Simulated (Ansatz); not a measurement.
What strain does to InAs (zincblende)

InAs built on the zincblende prototype, relaxed with r2SCAN in Ansatz 0.2.0. Space group F-43m (No. 216), cubic; a = 6.109 Å in the conventional setting, 28.50 Å³ an atom. Around In lie 4 As at 2.65 Å; around As lie 4 In at 2.65 Å.

The axes x, y and z are those of this cell:
```
CELL_PARAMETERS angstrom
0.00000 3.05459 3.05459
3.05459 0.00000 3.05459
3.05459 3.05459 0.00000
ATOMIC_POSITIONS crystal
In 0.00000 0.00000 0.00000
As 0.25000 0.25000 0.25000
```

Unstrained: With HSE06 the gap is 0.358 eV and direct, at Γ. Meshes: HSE06 6×6×6. Strains are changes of length per length, and xy shears are angles. After each strain the atoms were relaxed again with r2SCAN within the symmetry that the strain leaves, so tilts or polar shifts that break it weren't tested; points keep the names that they have in the unstrained zone. (Simulation; spin polarisation is off.)

Changes of the least gap in eV (an overlap counts as a negative gap):

| strain | volume change (%) | space group | HSE06 |
| --- | --- | --- | --- |
| isotropic -1.5 % on every length | -4.4 | F-43m | +0.269 |
| epitaxial -4.0 % in the xy plane, free normal strain +4.17 % | -4.0 | I-4m2 | +0.038 |
| xy shear, engineering strain (angle) +5.0 % | -0.1 | Imm2 | -0.189 |
| epitaxial -4.0 % in the plane normal to [111], free normal strain +2.45 % | -5.6 | R3m | +0.043 |

Isotropic -1.5 % on every length. HSE06: the gap goes from 0.358 to 0.627 eV (+0.269 eV). For HSE06, dE_g/d ln V = -5.9 eV over this step.

Epitaxial -4.0 % in the xy plane, free normal strain +4.17 %. HSE06: the gap goes from 0.358 to 0.396 eV (+0.038 eV); with HSE06 the top three valence levels at Γ, degenerate before, become 2+1 from the top over 484 meV.

Xy shear, engineering strain (angle) +5.0 %. HSE06: the gap goes from 0.358 to 0.169 eV (-0.189 eV); with HSE06 the top three valence levels at Γ, degenerate before, become 1+1+1 from the top over 337 meV.

Epitaxial -4.0 % in the plane normal to [111], free normal strain +2.45 %. HSE06: the gap goes from 0.358 to 0.401 eV (+0.043 eV); with HSE06 the top three valence levels at Γ, degenerate before, become 2+1 from the top over 565 meV.

Spin-orbit coupling is left out, which matters wherever the heavy atoms make up the band edges.

The meshes of the hybrids are coarse, so their gaps aren't converged to the digits shown.

The splittings at Γ are without spin-orbit coupling, which regroups them where it is of like size or larger.
